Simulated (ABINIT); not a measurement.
The system is TiO2.

```
CELL_PARAMETERS angstrom
4.59984 0.00000 0.00000
0.00000 4.59984 0.00000
0.00000 0.00000 2.95921
ATOMIC_POSITIONS crystal
Ti 0.00000 0.00000 0.50000
Ti 0.50000 0.50000 0.00000
O 0.30432 0.30432 0.50000
O 0.19568 0.80432 0.00000
O 0.80432 0.19568 0.00000
O 0.69568 0.69568 0.50000
```

The cell is a database's computed one.

Program: ABINIT 10.8.3 (patched build). Alike in all runs: task single point; no spin polarisation; cell as given; cutoff (eV) 626; smearing fermi-dirac 0.05 eV. Hardware: 1 thread of Arm Neoverse V2, on a shared host.

**Question.** Order these runs on this cell by their wall time, lowest first.
A. level PBE; potentials or basis JTH PAW PBE v2.0; k mesh 6 × 6 × 9; mesh quality not flagged
B. level LDA; potentials or basis JTH PAW LDA v2.0; k mesh 4 × 4 × 5; mesh quality coarse
C. level LDA; potentials or basis JTH PAW LDA v2.0; k mesh 2 × 2 × 4; mesh quality coarse

**Answer.** C (27 s), B (58 s), A (180 s).

Caveats: some runs use coarse meshes.

Not every run made on this cell is shown here.
